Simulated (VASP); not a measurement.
## VASP 6.6.1 run: InP

INCAR

```
NSW = 0
ENCUTT = 520
NBANDS = 16
GGA = PE
SIGMA = 0.02
ISIF = 2
LWAVE = .FALSE.
EDIFF = 1E-7
PREC = Accurate
IBRION = -1
LREAL = .FALSE.
LASPH = .TRUE.
LCHARG = .FALSE.
NELM = 92
ISMEAR = -1
```

KPOINTS

```
KPOINTS created by Atomic Simulation Environment
0
Gamma
8 8 8
0 0 0
```

POSCAR

```
In P
 1.0000000000000000
     0.0000000000000000    2.8947118821000002    2.8947118821000002
     2.8947118821000002    0.0000000000000000    2.8947118821000002
     2.8947118821000002    2.8947118821000002    0.0000000000000000
 In  P
   1   1
Cartesian
  0.0000000000000000  0.0000000000000000  0.0000000000000000
  1.4473559410500001  1.4473559410500001  1.4473559410500001
```

The recommended PBE PAW datasets give the neutral cell 18 valence electrons.

Command

```
mpirun -np 1 vasp_std
```

How does this run end, and what does it give?

It converged. Results: gap between bands v and c on the k mesh 0.91 eV; least direct gap on the k mesh 0.91 eV; pressure 6.0 GPa. Band v is the last that the valence electrons fill when counted band by band, and c is the next.

OSZICAR

```
N       E                     dE             d eps       ncg     rms          rms(c)
DAV:   1     0.907852004224E+02    0.90785E+02   -0.57633E+03   928   0.735E+02
DAV:   2    -0.406337100909E+01   -0.94849E+02   -0.91266E+02  1120   0.224E+02
DAV:   3    -0.866067112504E+01   -0.45973E+01   -0.45892E+01  1160   0.535E+01
DAV:   4    -0.875356401951E+01   -0.92893E-01   -0.92882E-01  1264   0.835E+00
DAV:   5    -0.875719216027E+01   -0.36281E-02   -0.36281E-02  1240   0.135E+00    0.619E+00
DAV:   6    -0.835468986420E+01    0.40250E+00   -0.60523E-01  1496   0.119E+01    0.376E+00
DAV:   7    -0.831991939800E+01    0.34770E-01   -0.16672E-01  1336   0.317E+00    0.138E+00
DAV:   8    -0.832006445778E+01   -0.14506E-03   -0.16374E-02  1152   0.142E+00    0.350E-01
DAV:   9    -0.832057552490E+01   -0.51107E-03   -0.10671E-03  1176   0.299E-01    0.166E-01
DAV:  10    -0.832074693250E+01   -0.17141E-03   -0.27670E-04  1224   0.258E-01    0.942E-02
DAV:  11    -0.832082950309E+01   -0.82571E-04   -0.14996E-04  1112   0.114E-01    0.390E-02
DAV:  12    -0.832082797198E+01    0.15311E-05   -0.84530E-06  1080   0.209E-02    0.879E-03
DAV:  13    -0.832082853446E+01   -0.56247E-06   -0.22623E-06  1168   0.822E-03    0.658E-03
DAV:  14    -0.832082853223E+01    0.22242E-08   -0.14801E-07  1104   0.481E-03
   1 F= -.83208285E+01 E0= -.83208285E+01  d E =-.943292E-12
```

Standard output (part)

```
POSCAR found type information on POSCAR InP
 POSCAR found :  2 types and       2 ions
 LDA part: xc-table for (Slater+PW92), standard interpolation
 POSCAR, INCAR and KPOINTS ok, starting setup
 WAVECAR not read
 entering main loop
```

One setting is odd (misspelt tag), but here it hardly changes the result.

On sound settings PBE gives a gap of 0.91 eV on its mesh and a pressure of 6.3 GPa for the intended cell. This run's energy (σ→0) differs from it by 3 meV an atom.
